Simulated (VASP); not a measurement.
## AgCl in VASP 6.6.1, single-point calculation

INCAR

```
NBANDS = 16
LREAL = .FALSE.
ISMEAR = -1
LWAVE = .FALSE.
EDIFF = 1E-7
METAGGA = TPSS
NELM = 81
ISIF = 2
NSW = 0
SIGMA = 0.02
NELECT = 17
ENCUT = 520
LCHARG = .FALSE.
LASPH = .TRUE.
IBRION = -1
PREC = Single
```

KPOINTS

```
KPOINTS created by Atomic Simulation Environment
0
Gamma
8 8 8
0 0 0
```

POSCAR

```
Ag Cl
 1.0000000000000000
     3.3995495613000002    0.0039615194000000    0.0039615194000000
     0.0039615194000000    3.3995495613000002    0.0039615194000000
     0.0039615194000000    0.0039615194000000    3.3995495613000002
 Ag  Cl
   1   1
Cartesian
  0.0000000000000000  0.0000000000000000  0.0000000000000000
  1.7037363000499994  1.7037363000499997  1.7037363000499999
```

The recommended PBE PAW datasets give the neutral cell 18 valence electrons.

Command

```
mpirun -np 1 vasp_std
```

OSZICAR

```
N       E                     dE             d eps       ncg     rms          rms(c)
DAV:   1     0.930533254203E+02    0.93053E+02   -0.79278E+03  2080   0.102E+03
DAV:   2    -0.166980879855E+02   -0.10975E+03   -0.99613E+02  2888   0.273E+02
DAV:   3    -0.219993040270E+02   -0.53012E+01   -0.52088E+01  2848   0.613E+01
DAV:   4    -0.220993606818E+02   -0.10006E+00   -0.10003E+00  2832   0.981E+00
DAV:   5    -0.221026811442E+02   -0.33205E-02   -0.33203E-02  2912   0.173E+00    0.777E+00
DAV:   6    -0.228973817918E+02   -0.79470E+00   -0.12509E+01  2096   0.443E+01    0.813E+00
DAV:   7    -0.227773403420E+02    0.12004E+00   -0.56366E-01  2584   0.103E+01    0.349E+00
DAV:   8    -0.227762586550E+02    0.10817E-02   -0.35184E-02  2456   0.245E+00    0.199E+00
DAV:   9    -0.227745718466E+02    0.16868E-02   -0.27319E-02  2336   0.203E+00    0.183E-01
DAV:  10    -0.227745767101E+02   -0.48635E-05   -0.24831E-03  2792   0.448E-01    0.997E-02
DAV:  11    -0.227746276199E+02   -0.50910E-04   -0.39250E-04  2296   0.163E-01    0.550E-02
DAV:  12    -0.227746498934E+02   -0.22274E-04   -0.21847E-05  2496   0.405E-02    0.214E-02
DAV:  13    -0.227746519157E+02   -0.20223E-05   -0.55860E-06  2632   0.183E-02    0.241E-03
DAV:  14    -0.227746518638E+02    0.51895E-07   -0.34101E-07  2552   0.595E-03
   1 F= -.22774652E+02 E0= -.22771019E+02  d E =-.726576E-02
```

Standard output (part)

```
POSCAR found type information on POSCAR AgCl
 POSCAR found :  2 types and       2 ions
 LDA part: xc-table for (None), standard interpolation
 POSCAR, INCAR and KPOINTS ok, starting setup
 WAVECAR not read
 entering main loop
 the old and the new charge density differ
    0.777E+00
```

From OUTCAR

```
k-points           NKPTS =     65   k-points in BZ     NKDIM =     65   number of bands    NBANDS=     16

   NELECT =      17.0000    total number of electrons

   dimension x,y,z NGX =    28 NGY =   28 NGZ =   28
   dimension x,y,z NGXF=    28 NGYF=   28 NGZF=   28

  energy-cutoff  :      520.00
  volume of cell :       39.29
      direct lattice vectors                 reciprocal lattice vectors
     3.399549561  0.003961519  0.003961519     0.294157415 -0.000342385 -0.000342385
     0.003961519  3.399549561  0.003961519    -0.000342385  0.294157415 -0.000342385
     0.003961519  0.003961519  3.399549561    -0.000342385 -0.000342385  0.294157415

 k-points in reciprocal lattice and weights: KPOINTS created by Atomic Simulation Env
   0.00000000  0.00000000  0.00000000       0.002
   0.12500000  0.00000000  0.00000000       0.012
   0.25000000  0.00000000  0.00000000       0.012
   0.37500000  0.00000000  0.00000000       0.012
   0.50000000  0.00000000  0.00000000       0.006
   0.12500000  0.12500000  0.00000000       0.012
   0.25000000  0.12500000  0.00000000       0.023
   0.37500000  0.12500000  0.00000000       0.023
   ...

 E-fermi :   3.2597

 k-point     1 :       0.0000    0.0000    0.0000
  band No.  band energies     occupation
      1     -11.3334      2.00000
      2       0.9320      2.00000
      3       0.9320      2.00000
      4       1.7825      2.00000
      5       1.7825      2.00000
      6       1.7911      2.00000
      7       2.1799      2.00000
      8       2.1799      2.00000
      9       2.1979      2.00000
     10       5.1053      0.00000
     11      13.8065      0.00000
     12      13.8065      0.00000
     13      18.5034      0.00000
     14      18.5476      0.00000
     15      18.5476      0.00000
     16      20.8330      0.00000

 k-point     2 :       0.1250    0.0000    0.0000
  band No.  band energies     occupation
      1     -11.2735      2.00000
      2       0.7696      2.00000
      3       0.9507      2.00000
      4       1.4546      2.00000
      5       1.4671      2.00000
      6       1.7921      2.00000
      7       1.8027      2.00000
      8       2.5604      2.00000
      9       2.5644      2.00000
     10       5.7499      0.00000
     11      13.8132      0.00000
     12      13.8474      0.00000
     13      17.5205      0.00000
     14      17.5278      0.00000
     15      18.1111      0.00000
     16      20.7751      0.00000

 k-point     3 :       0.2500    0.0000    0.0000
  band No.  band energies     occupation
      1     -11.1221      2.00000
      2      -0.0443      2.00000
      3       0.9962      2.00000
      4       1.0843      2.00000
      5       1.1013      2.00000
      6       1.7894      2.00000
      7       1.8088      2.00000
      8       3.0631      1.99989
      9       3.0666      1.99987
     10       6.9243      0.00000
     11      13.1353      0.00000
     12      13.8304      0.00000
     13      16.0601      0.00000
     14      16.0681      0.00000
     15      18.4817      0.00000
     16      20.6388      0.00000

 ...

  Total      -12.7500079    -12.7500079    -12.7500079      0.0214303      0.0214303      0.0214303
  in kB     -519.9465181   -519.9465181   -519.9465181      0.8739310      0.8739310      0.8739310
  external PRESSURE =    -519.9465181 kB  Pullay stress =       0.0000000 kB

 POSITION                                       TOTAL-FORCE (eV/Angst)
 -----------------------------------------------------------------------------------
      0.00000      0.00000      0.00000        -0.000000     -0.000000     -0.000000
      1.70374      1.70374      1.70374         0.000000      0.000000      0.000000
 -----------------------------------------------------------------------------------
    total drift:                               -0.000000     -0.000000     -0.000000

  FREE ENERGIE OF THE ION-ELECTRON SYSTEM (eV)
  ---------------------------------------------------
  free  energy   TOTEN  =       -22.7746518638 eV

  energy  without entropy=      -22.7673861000  energy(sigma->0) =      -22.77101898
```

It converged. Results: pressure -52.0 GPa.

The cell is charged and sits in a uniform background.

For comparison, a separate PBE run of the intended cell, on usual settings and not on those above, gives a gap of 0.58 eV on its mesh and a pressure of 1.3 GPa.

The run above took about 1.7 min on one core of a shared host (Intel Xeon Platinum 8488C) and held 0.15 GiB at most.
